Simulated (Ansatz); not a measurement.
**Nickel, diamond under PBEsol: ground state and equation of state**

What does PBEsol give for nickel in the diamond structure? We relax it, solve it on a dense k-mesh, then scale the cell to 7 volumes from 88 to 112 % of the relaxed one and try a fit of the equation of state. The start is antiferromagnetic. The k-meshes are 11×11×11 for the relaxation; 18×18×18 for the dense run; 12×12×12 for the volumes.

This is Ni in the diamond structure; at room conditions it is fcc.

Program: Ansatz 0.2.0. Level of theory: DFT PBEsol, plane waves (420 eV) with PAW, scalar-relativistic; the PAW data stem from PBE, with regenerated cores. These are calculated values, not measurements.

**1. The system as given**

The structure is cubic, space group Fd-3m (No. 227). Conventional cell: a = 4.907 Å, b = 4.907 Å, c = 4.907 Å, α = 90.00°, β = 90.00°, γ = 90.00°. Ni (site symmetry -43m) is surrounded by 4 Ni at 2.12 Å.

Structure file:

```
Ni
1.0
     0.00000    2.45346    2.45346
     2.45346    0.00000    2.45346
     2.45346    2.45346    0.00000
Ni
2
Cartesian
  0.6134 0.6134 0.6134
  4.2936 4.2936 4.2936
```

The atoms start with moments of +0.8, -0.8 μB.

**2. Relaxation of the cell**

File input.yaml:

```yaml
crystal:
  lattice:
    - [0.0, 2.4534603088, 2.4534603088]
    - [2.4534603088, 0.0, 2.4534603088]
    - [2.4534603088, 2.4534603088, 0.0]
  atoms:
    - { symbol: Ni, position: [0.125, 0.125, 0.125], spin: 0.8 }
    - { symbol: Ni, position: [0.875, 0.875, 0.875], spin: -0.8 }
hamiltonian:
  xc: pbesol
  pseudopotentials:
    kind: paw
    azcp:
      Ni: "pseudopotentials/Ni.paw.azcp"
basis:
  ecutwfc: 420
  fft_grid_basis: typed
kpoints:
  mp_grid: { grid: [11, 11, 11], shift: [0, 0, 0] }
magnetization:
  spin_polarized: true
scf:
  occupations: { method: fermi_dirac, width: 0.05 }
relax:
  max_steps: 60
  f_tol: 0.01
  cell: {}
output:
  write_density: true
  write_potential: true
  elf: true
  volumetric_format: npy
```

The log of the run:

```text
Warning: <dir> the record states the generating functional pbe (its physics header spells it `PBE`), which answers neither for hamiltonian.xc's functional nor for the pbesol family's — results may be inconsistent (PPs are generated against a specific XC)
Warning: RAYON_NUM_THREADS=2 ignored (pool sized by the plan → 2); use --threads N
Engine: ansatz 0.2.0, aarch64-unknown-linux-gnu
Pseudopotentials: kind: paw
Pseudopotential: Ni, paw, valence charge 18, recommended cutoff 420 eV (normal), <dir>
Functional definition: PBEsol
  exchange = pbesol_x
  correlation = pbesol_c
Crystal: 2 atoms, lattice volume = 29.537 Å³
Basis set: ecut = 420 eV, 561 PW (Γ), exchange–correlation on 48×48×48 points (8 copies of the dense FFT grid, shifted against one another)
Bands: 23, of which v1, the nominal top of the filled ones, is band 18 counted from 1 (17 counted from 0)
Symmetry: 24 space group operations
Space group: F-43m (ITA 216), of the structure as read, at distance tolerance 3.1e-5 Å
Magnetic group: BNS 227.130 (UNI 1632), of the structure as read, at distance tolerance 3.1e-5 Å
k-points: 56 of 1331 (time reversal used)
Non-local potential: Ni, projectors of the file, l = 0: 3, l = 1: 2, l = 2: 3, l = 3: 1
PAW form: soft (Blöchl's): semilocal exchange-correlation on the pseudo side does not see the compensation charge
PAW frozen core: Ni, regenerated for the run's functional, and the local potential with it (the file was generated under x = pbe(κ = 0.804, μ = 0.2195149727645171), c = pbe(β = 0.06672455060314922))
PAW one-centre angular grid: Ni, 590 points (default); XC on 64 Gauss nodes
Initial density: superposition of atomic densities (chi_scale 0.1, normalization cell)
Starting moments: Σ|m| = 1.6 μB on 2 of 2 sites
Starting magnetic order: antiferromagnet; an inversion exchanges its spin sublattices: spin-degenerate at every k-point
Initial wavefunctions: pseudopotential atomic-orbital guess
Functional: x = pbesol(κ = 0.804, μ = 0.12345679012345678), c = pbesol(β = 0.046)
iter 1 solved again at ethr=1.08e-3 eV; its pass at ethr=3.10e-3 eV (dr2=3.89e-1 eV) is discarded
SCF iter   1: F=—  HF=-11604.312198 eV  |F-HF|=—  |Δ(HF+E_count)|=         —  Δρ=4.07e-2 (↑4.07e-2 ↓4.07e-2)  dr2=3.94e-1  dr2_m=2.62e-1  M=0.000 μB ∫|m|=1.045 μB  β_m=0.30  ethr=1.08e-3  ⟨swp⟩=1.0  Hψ=13532  notcnv=0
Mixer restart at iter 1: flushing history
preconditioner: auto → Kerker (q_TF=auto, 2.820 Å⁻¹)  [metal: Δε(μ)=0.016 eV  Ē_g=7.434 eV  σ=0.050 eV  W_gap=0.08  n_scr=14 (ndim 8)  ℏωp=30.6 eV  f_vac=0.000  D(μ)=8.58/eV (n_scr^D=180)]
spin=Collinear: Kerker preconditioning applied to the charge; magnetization (m = ρ↑ − ρ↓) channel mixes plain (no charge-response kernel on spin).
SCF iter   2: F=—  HF=-11604.751974 eV  |F-HF|=—  |Δ(HF+E_count)|=   4.40e-1  Δρ=3.51e-2 (↑3.51e-2 ↓3.51e-2)  dr2=2.61e-1  dr2_m=2.61e-1  M=-0.000 μB ∫|m|=0.897 μB  β_m=0.44  ethr=1.08e-3  ⟨swp⟩=2.1  Hψ=4234  notcnv=0
SCF iter   3: F=—  HF=-11606.079599 eV  |F-HF|=—  |Δ(HF+E_count)|=         —  Δρ=6.62e-2 (↑6.62e-2 ↓6.62e-2)  dr2=3.26e-1  dr2_m=1.11e0  M=0.000 μB ∫|m|=0.194 μB  β_m=0.44  ethr=7.26e-4  ⟨swp⟩=2.6  Hψ=4234  notcnv=0
Mixer restart at iter 3: flushing history
SCF iter   4: F=—  HF=-11606.659590 eV  |F-HF|=—  |Δ(HF+E_count)|=   5.80e-1  Δρ=4.26e-2 (↑4.26e-2 ↓4.26e-2)  dr2=2.19e-1  dr2_m=4.51e-1  M=0.000 μB ∫|m|=0.120 μB  β_m=0.72  ethr=7.26e-4  ⟨swp⟩=2.4  Hψ=4286  notcnv=0
SCF iter   5: F=—  HF=-11607.069711 eV  |F-HF|=—  |Δ(HF+E_count)|=   4.10e-1  Δρ=9.82e-3 (↑9.82e-3 ↓9.35e-3)  dr2=1.19e-1  dr2_m=2.80e-4  M=0.004 μB ∫|m|=0.005 μB  β_m=0.83  ethr=6.10e-4  ⟨swp⟩=3.7  Hψ=5224  notcnv=0  defer=2
SCF iter   6: F=—  HF=-11607.435723 eV  |F-HF|=—  |Δ(HF+E_count)|=         —  Δρ=1.19e-1 (↑9.21e-2 ↓1.19e-1)  dr2=1.10e-1  dr2_m=3.02e0  M=1.496 μB ∫|m|=1.532 μB  β_m=0.83  ethr=3.31e-4  ⟨swp⟩=2.9  Hψ=4690  notcnv=0  defer=2
Mixer restart at iter 6: flushing history
SCF iter   7: F=—  HF=-11607.316398 eV  |F-HF|=—  |Δ(HF+E_count)|=   1.19e-1  Δρ=4.48e-2 (↑4.48e-2 ↓8.50e-3)  dr2=2.24e-1  dr2_m=1.83e-1  M=1.530 μB ∫|m|=1.620 μB  β_m=0.91  ethr=3.05e-4  ⟨swp⟩=2.9  Hψ=5992  notcnv=0  defer=2
SCF iter   8: F=—  HF=-11607.825834 eV  |F-HF|=—  |Δ(HF+E_count)|=   5.09e-1  Δρ=6.67e-2 (↑4.17e-2 ↓6.67e-2)  dr2=1.75e0  dr2_m=4.61e-2  M=1.685 μB ∫|m|=1.831 μB  β_m=0.63  ethr=3.05e-4  ⟨swp⟩=3.7  Hψ=6931  notcnv=0  defer=3  recentre
SCF iter   9: F=—  HF=-11607.213992 eV  |F-HF|=—  |Δ(HF+E_count)|=   6.12e-1  Δρ=3.13e-3 (↑6.37e-4 ↓3.13e-3)  dr2=1.55e-3  dr2_m=8.01e-4  M=1.612 μB ∫|m|=1.748 μB  β_m=0.82  ethr=3.05e-4  ⟨swp⟩=3.0  Hψ=6353  notcnv=0  defer=3
SCF iter  10: F=—  HF=-11607.213971 eV  |F-HF|=—  |Δ(HF+E_count)|=   2.01e-5  Δρ=1.01e-3 (↑3.04e-4 ↓1.01e-3)  dr2=1.04e-4  dr2_m=9.58e-5  M=1.612 μB ∫|m|=1.760 μB  β_m=0.91  ethr=4.31e-6  ⟨swp⟩=2.0  Hψ=4109  notcnv=0  defer=2
SCF iter  11: F=—  HF=-11607.214001 eV  |F-HF|=—  |Δ(HF+E_count)|=   2.96e-5  Δρ=5.25e-4 (↑2.87e-4 ↓5.25e-4)  dr2=1.14e-4  dr2_m=4.51e-6  M=1.611 μB ∫|m|=1.759 μB  β_m=0.65  ethr=2.88e-7  ⟨swp⟩=2.3  Hψ=4240  notcnv=0  defer=2
SCF iter  12: F=—  HF=-11607.213983 eV  |F-HF|=—  |Δ(HF+E_count)|=   1.85e-5  Δρ=1.29e-4 (↑1.29e-4 ↓1.17e-4)  dr2=9.24e-6  dr2_m=1.85e-7  M=1.611 μB ∫|m|=1.759 μB  β_m=0.83  ethr=2.88e-7  ⟨swp⟩=2.5  Hψ=3470  notcnv=0  defer=2
SCF iter  13: F=—  HF=-11607.213982 eV  |F-HF|=—  |Δ(HF+E_count)|=   1.01e-6  Δρ=3.34e-5 (↑2.41e-5 ↓3.34e-5)  dr2=9.78e-7  dr2_m=1.72e-8  M=1.611 μB ∫|m|=1.759 μB  β_m=0.88  ethr=2.57e-8  ⟨swp⟩=2.1  Hψ=3621  notcnv=0  defer=2
SCF iter  14: F=—  HF=-11607.213982 eV  |F-HF|=—  |Δ(HF+E_count)|=   9.29e-8  Δρ=1.34e-5 (↑7.57e-6 ↓1.34e-5)  dr2=8.29e-8  dr2_m=1.09e-8  M=1.611 μB ∫|m|=1.759 μB  β_m=0.94  ethr=2.72e-9  ⟨swp⟩=2.0  Hψ=3591  notcnv=0  defer=2
SCF iter  15: F=—  HF=-11607.213982 eV  |F-HF|=—  |Δ(HF+E_count)|=   1.08e-8  Δρ=5.89e-6 (↑4.84e-6 ↓5.89e-6)  dr2=1.30e-8  dr2_m=4.11e-9  M=1.611 μB ∫|m|=1.759 μB  β_m=0.97  ethr=2.30e-10  ⟨swp⟩=2.1  Hψ=3844  notcnv=0  defer=2
SCF iter  16: F=-11607.213981 eV  HF=-11607.213982 eV  |F-HF|=3.54e-8  |Δ(HF+E_count)|=   1.37e-9  Δρ=1.07e-5 (↑2.37e-6 ↓1.07e-5)  dr2=3.89e-8  dr2_m=4.69e-9  M=1.611 μB ∫|m|=1.759 μB  ethr=3.62e-11  ⟨swp⟩=5.1  Hψ=14101  notcnv=0
WARN: the starting moments were not kept: 1 of 2 ended reversed and 1 kept their direction, counting a site from 0.1 of the cell's largest site moment. The largest reversed, site 1 (counted from 0, in the order of the report's site_moments_mub), started with -0.8 μB and closes at +8.3e-1 μB in its sphere. The starting moments cancel, and the net magnetisation is 1.7e0 μB in size, over 0.1 of its absolute magnetisation of 1.7e0 μB. The SCF closed on another magnetic arrangement than the starting moments describe; that does not show which of the two is lower. To try another start: change the starting moments (crystal.atoms[].spin, magnetization.per_species, magnetization.initial_magnetization, or on a non-collinear deck that types none of these the spinor_matrix: blocks that start its atoms; where the total moment is fixed, keep their sum and leave initial_magnetization as it is; typed ones take the place of any that the run laid by itself, positive ones on a crystal's lanthanoids without a Hubbard term where scf.initial_density.shell_occupations: [] is typed); see also scf.mixing.spin_hold.
SCF 1 converged in 16 iterations: F = -11607.213981 eV  dr2 = 3.89e-8
relax step   1: F+E_penalty+E_count = -11607.21398148 eV  Δ(F+E_penalty+E_count) = +0.000e0 eV  max|allowed force component| = 1.665e-16 eV/Å  Δτ_max = 0.0000 Å  P = +7.568 GPa  Ω = 29.537 Å³  (16 SCF iters, dr2 threshold 1.00e-7 eV, accepted)
[... 20 lines left out ...]
relax step   2: F+E_penalty+E_count = -11607.24628285 eV  Δ(F+E_penalty+E_count) = -3.230e-2 eV  max|allowed force component| = 1.295e-16 eV/Å  Δτ_max = 0.0000 Å  P = +3.237 GPa  Ω = 30.518 Å³  energy of the carried Pulay correction = -3.868e-4 eV  (11 SCF iters, dr2 threshold 2.00e-7 eV, accepted)
[... 15 lines left out ...]
relax step   3: F+E_penalty+E_count = -11607.25441397 eV  Δ(F+E_penalty+E_count) = -8.131e-3 eV  max|allowed force component| = 6.476e-17 eV/Å  Δτ_max = 0.0000 Å  P = +0.308 GPa  Ω = 31.295 Å³  energy of the carried Pulay correction = -6.842e-4 eV  (10 SCF iters, dr2 threshold 2.00e-7 eV, accepted)
[... 14 lines left out ...]
relax step   4: F+E_penalty+E_count = -11607.25446585 eV  Δ(F+E_penalty+E_count) = -5.188e-5 eV  max|allowed force component| = 5.320e-17 eV/Å  Δτ_max = 0.0000 Å  P = +0.005 GPa  Ω = 31.382 Å³  energy of the carried Pulay correction = -7.171e-4 eV  (8 SCF iters, dr2 threshold 2.00e-7 eV, accepted)
[... 17 lines left out ...]
relax step   5: F+E_penalty+E_count = -11607.25518010 eV  Δ(F+E_penalty+E_count) = -7.142e-4 eV  max|allowed force component| = 6.014e-17 eV/Å  Δτ_max = 0.0000 Å  P = +0.019 GPa  Ω = 31.382 Å³  stress off target by 1.92e-2 GPa  SCF on the basis re-selected at this cell (its energy is not comparable with the rows above)  (12 SCF iters)
basis re-selected at this cell: Δ(F+E_penalty+E_count) = -7.142e-4 eV, ΔP = +0.015 GPa vs the last step (what re-selecting the basis moved, of the pressure what is left beyond the Pulay correction that the steps carried, after the strain that the cell walked since its last selection, with what the two solves' SCF thresholds leave and, on support functions, any second-order correction that the steps lacked; it is no measure of the basis error at this ecutwfc). This SCF's stress stands 1.92e-2 GPa from its target on what of the cell is left free (relax.cell.stress_tol is 5.00e-2 GPa) and its largest allowed force component is 6.01e-17 eV/Å (relax.f_tol is 1.00e-2 eV/Å): within both
SCF converged after 12 iterations
Magnetization: 1.6193 μB (18.8097 up, 17.1903 down)
Absolute magnetization: 1.7792 μB (∫|ρ↑−ρ↓|, with the PAW one-centre terms)
Spin contamination: 0.0183 ħ² per cell (⟨S²⟩ above its minimum at these occupations)
Per-site moments (μB) at R_I (Å): [(0.8384751185255619, 0.8943421813525604), (0.8384750353660586, 0.8943421813525604)]
Free energy (F): -11607.255180 eV
Harris-Foulkes:  -11607.255180 eV  (|F-HF|=3.64e-12)
Internal energy: -11607.228022 eV  (E = F + TS)
E sigma→0 (E₀):  -11607.241601 eV
Entropy (-TS):   -0.027159 eV (-13.579 meV/atom)
Fermi energy:    11.126695 eV
--- Per-component energies (eV) ---
  E_band       = -821.388854
  E_kinetic    = 564.176258
  E_local      = -8747.558544  (includes V_loc(G=0)·N_el)
  E_nonlocal   = 1278.944875
  E_hartree    = 3675.966966
  E_xc         = -165.597268
  E_vxc        = -214.196491  (∫ρ·V_xc dr)
  E_paw        = -3194.195476  (= ΣΔE_a)
  E_vpaw       = -1054.690100  (= ΣTr[D̂ρ^β])
  E_aug_tail   = 0.000968  (compensation charges beyond the density's cutoff)
  E_ewald      = -5019.360378
  E_core_change = 0.394578  (= ΣΔE_core)
  E_smearing   = -0.027159  (= −TS)
  E_closure    = 0.000000  (closes the sum)
  Σ components = -11607.255180   (vs F -11607.255180, Δ=0.00e0)
--- Forces (eV/Å), atoms counted from 1 ---
  atom   1  Ni     0.00000000     0.00000000     0.00000000
  atom   2  Ni    -0.00000000    -0.00000000    -0.00000000
  max |Σ_I F_I| component: 3.70e-17 eV/Å
--- Stress (GPa, compression-positive) ---
        0.019152       0.000000       0.000000
        0.000000       0.019152      -0.000000
        0.000000      -0.000000       0.019152
  P = ⅓ Tr σ = 0.0192 GPa (0.192 kbar)
--- Band table (eV; the first three rows and the last of 112) ---
  k-point 0 ↑: bands = ["-92.5051", "-92.3835", "-53.1060", "-53.1060", "-53.1060", "-52.8604", "-52.8604", "-52.8604", "4.1838", "7.7355", "7.7355", "7.7810", "7.7810", "7.7810", "9.3144", "9.3144", "9.3144", "10.3498", "10.3498", "23.1538", "23.1538", "23.1538", "23.6518"]
  k-point 1 ↑: bands = ["-92.5033", "-92.3853", "-53.1081", "-53.1081", "-53.1051", "-52.8616", "-52.8583", "-52.8583", "4.3373", "7.6331", "7.6331", "7.7875", "7.9138", "7.9138", "9.2659", "9.3084", "9.3084", "10.3491", "10.3491", "20.7271", "22.2800", "22.2800", "24.5008"]
  k-point 2 ↑: bands = ["-92.4980", "-92.3905", "-53.1135", "-53.1135", "-53.1027", "-52.8648", "-52.8530", "-52.8530", "4.7864", "7.5675", "7.5675", "7.8132", "8.0461", "8.0461", "9.1357", "9.3148", "9.3148", "10.3413", "10.3413", "18.0209", "21.3719", "21.3719", "24.2395"]
  k-point 55 ↓: bands = ["-91.4109", "-91.3992", "-52.1522", "-52.1466", "-51.9908", "-51.9566", "-51.7994", "-51.7944", "7.8876", "7.9686", "8.6182", "8.7143", "9.1328", "9.4158", "9.5874", "9.7574", "11.4125", "11.4567", "12.5767", "13.0739", "13.5493", "14.8635", "23.9936"]
--- Relaxed structure (4 steps of the walk, 4 accepted, 1 SCFs on fresh bases) ---
  F+E_penalty+E_count = -11607.25518010 eV   max|allowed force component| = 6.014e-17 eV/Å   (the final SCF, on the basis selected at the relaxed cell)
  cell:  # Å, volume = 31.3818 Å³
    - [-3.425001062170099e-33, 2.5035088443710927, 2.5035088443710927]
    - [2.5035088443710927, 1.1409080237162199e-33, 2.5035088443710927]
    - [2.5035088443710927, 2.5035088443710927, 1.0899542955828848e-33]
  atoms:
    - { symbol: Ni, position: [0.125, 0.125, 0.125] }
    - { symbol: Ni, position: [0.8749999999999999, 0.8749999999999999, 0.8749999999999999] }
```

Run time: 33 s. Hardware: 2 threads of Arm Neoverse V1, shared host; peak memory 0.36 GiB.

The steps of the relaxation:

```
step  energy change (meV/atom)  largest force (eV/Å)  pressure (GPa)  volume (Å³/atom)
   1                      0.00                0.0000            7.57            14.769
   2                    -16.15                0.0000            3.24            15.259
   3                    -20.22                0.0000            0.31            15.647
   4                    -20.24                0.0000            0.00            15.691
   5                    -20.60                0.0000            0.02            15.691
```

Steps that repeat a cell are solved on a basis chosen anew, so their changes of energy are no gain of the relaxation.

The cell of the run, before and after:

|  | before | after | change |
| --- | --- | --- | --- |
| a (Å) | 3.470 | 3.540 | +2.0 % |
| b (Å) | 3.470 | 3.540 | +2.0 % |
| c (Å) | 3.470 | 3.540 | +2.0 % |
| volume (Å³/atom) | 14.769 | 15.691 | +6.2 % |
| shortest distance (Å) | 2.125 | 2.168 | +2.0 % |
| space group (spins left aside) | Fd-3m | Fd-3m | same |

**3. Single point on a dense mesh**

File input.yaml:

```yaml
crystal:
  lattice:
    - [0.0, 2.5035088444, 2.5035088444]
    - [2.5035088444, 0.0, 2.5035088444]
    - [2.5035088444, 2.5035088444, 0.0]
  atoms:
    - { symbol: Ni, position: [0.125, 0.125, 0.125], spin: 0.838 }
    - { symbol: Ni, position: [0.875, 0.875, 0.875], spin: 0.838 }
hamiltonian:
  xc: pbesol
  pseudopotentials:
    kind: paw
    azcp:
      Ni: "pseudopotentials/Ni.paw.azcp"
basis:
  ecutwfc: 420
  fft_grid_basis: typed
kpoints:
  mp_grid: { grid: [18, 18, 18], shift: [0, 0, 0] }
magnetization:
  spin_polarized: true
scf:
  occupations: { method: fermi_dirac, width: 0.05 }
```

The log of the run, shortened:

```text
Warning: <dir> the record states the generating functional pbe (its physics header spells it `PBE`), which answers neither for hamiltonian.xc's functional nor for the pbesol family's — results may be inconsistent (PPs are generated against a specific XC)
Warning: RAYON_NUM_THREADS=2 ignored (pool sized by the plan → 2); use --threads N
[...]
[... 3 set-up lines as earlier in the session ...]
[...]
Crystal: 2 atoms, lattice volume = 31.382 Å³
Basis set: ecut = 420 eV, 609 PW (Γ)
Bands: 23, of which v1, the nominal top of the filled ones, is band 18 counted from 1 (17 counted from 0)
Symmetry: 48 space group operations
Space group: Fd-3m (ITA 227), of the structure as read, at distance tolerance 3.2e-5 Å
Magnetic group: BNS 227.128 (UNI 1630), of the structure as read, at distance tolerance 3.2e-5 Å
k-points: 195 of 5832
[...]
Starting moments: Σ|m| = 1.676 μB on 2 of 2 sites
[...]
SCF iter   1: F=—  HF=-11605.044824 eV  |F-HF|=—  |Δ(HF+E_count)|=         —  Δρ=5.32e-2 (↑2.33e-2 ↓5.32e-2)  dr2=2.87e-1  dr2_m=3.50e-1  M=1.910 μB ∫|m|=2.014 μB  β_m=0.30  ethr=7.85e-4  ⟨swp⟩=1.0  Hψ=46809  notcnv=0
[...]
spin=Collinear: Kerker preconditioning applied to the charge; magnetization (m = ρ↑ − ρ↓) channel mixes plain (no charge-response kernel on spin).
[...]
SCF iter  12: F=-11607.255837 eV  HF=-11607.255837 eV  |F-HF|=2.47e-10  |Δ(HF+E_count)|=  6.55e-11  Δρ=9.08e-7 (↑3.45e-7 ↓9.08e-7)  dr2=3.22e-10  dr2_m=2.63e-11  M=1.591 μB ∫|m|=1.768 μB  ethr=1.00e-12  ⟨swp⟩=1.4  Hψ=26120  notcnv=0
[...]
SCF converged after 12 iterations
Magnetization: 1.5912 μB (18.7956 up, 17.2044 down)
Absolute magnetization: 1.7690 μB (∫|ρ↑−ρ↓|, with the PAW one-centre terms)
Spin contamination: 0.0188 ħ² per cell (⟨S²⟩ above its minimum at these occupations)
Per-site moments (μB) at R_I (Å): [(0.8297730629718798, 0.8943421813628871), (0.82977306297188, 0.8943421813628871)]
Free energy (F): -11607.255837 eV
[...]
E sigma→0 (E₀):  -11607.242375 eV
Entropy (-TS):   -0.026924 eV (-13.462 meV/atom)
Fermi energy:    11.130082 eV
[...]
```

Run time: 11 s. Hardware: 2 threads of Arm Neoverse V1, shared host; peak memory 0.45 GiB.

**4. Volume × 0.88**

File input.yaml:

```yaml
crystal:
  lattice:
    - [0.0, 2.3990723979, 2.3990723979]
    - [2.3990723979, 0.0, 2.3990723979]
    - [2.3990723979, 2.3990723979, 0.0]
  atoms:
    - { symbol: Ni, position: [0.125, 0.125, 0.125], spin: 0.83 }
    - { symbol: Ni, position: [0.875, 0.875, 0.875], spin: 0.83 }
hamiltonian:
  xc: pbesol
  pseudopotentials:
    kind: paw
    azcp:
      Ni: "pseudopotentials/Ni.paw.azcp"
basis:
  ecutwfc: 420
  fft_grid_basis: typed
kpoints:
  mp_grid: { grid: [12, 12, 12], shift: [0, 0, 0] }
magnetization:
  spin_polarized: true
scf:
  occupations: { method: fermi_dirac, width: 0.05 }
  lower_state_search: "off"
output:
  stress: true
```

The log of the run, shortened:

```text
Warning: <dir> the record states the generating functional pbe (its physics header spells it `PBE`), which answers neither for hamiltonian.xc's functional nor for the pbesol family's — results may be inconsistent (PPs are generated against a specific XC)
Warning: RAYON_NUM_THREADS=2 ignored (pool sized by the plan → 2); use --threads N
[...]
[... 3 set-up lines as earlier in the session ...]
[...]
Crystal: 2 atoms, lattice volume = 27.616 Å³
Basis set: ecut = 420 eV, 537 PW (Γ)
Bands: 23, of which v1, the nominal top of the filled ones, is band 18 counted from 1 (17 counted from 0)
[... 1 set-up line as earlier in the session ...]
Space group: Fd-3m (ITA 227), of the structure as read, at distance tolerance 3.0e-5 Å
Magnetic group: BNS 227.128 (UNI 1630), of the structure as read, at distance tolerance 3.0e-5 Å
k-points: 72 of 1728
[...]
Starting moments: Σ|m| = 1.66 μB on 2 of 2 sites
[...]
spin-set hold released at iteration 6 (site moments contracting): the magnetisation degrees of freedom join the quasi-Newton model from the next iteration; the mixer history was flushed
[...]
SCF iter  13: F=-11607.060409 eV  HF=-11607.060409 eV  |F-HF|=4.58e-10  |Δ(HF+E_count)|=   2.83e-8  Δρ=2.73e-6 (↑1.03e-6 ↓2.73e-6)  dr2=2.16e-9  dr2_m=3.33e-10  M=1.557 μB ∫|m|=1.708 μB  ethr=2.78e-10  ⟨swp⟩=4.0  Hψ=11237  notcnv=0
[...]
SCF converged after 13 iterations
Magnetization: 1.5570 μB (18.7785 up, 17.2215 down)
Absolute magnetization: 1.7093 μB (∫|ρ↑−ρ↓|, with the PAW one-centre terms)
Spin contamination: 0.0147 ħ² per cell (⟨S²⟩ above its minimum at these occupations)
Per-site moments (μB) at R_I (Å): [(0.8043570056037707, 0.8570337773660225), (0.8043570056037704, 0.8570337773660225)]
Free energy (F): -11607.060409 eV
[...]
E sigma→0 (E₀):  -11607.049027 eV
Entropy (-TS):   -0.022763 eV (-11.381 meV/atom)
Fermi energy:    13.357006 eV
[...]
--- Stress (GPa, compression-positive) ---
       18.680908      -0.000000      -0.000000
       -0.000000      18.680908       0.000000
        0.000000       0.000000      18.680908
  P = ⅓ Tr σ = 18.6809 GPa (186.809 kbar)
```

Run time: 3.6 s. Hardware: 2 threads of Arm Neoverse V1, shared host; peak memory 0.31 GiB.

(Part 1 of 2 ends here.)
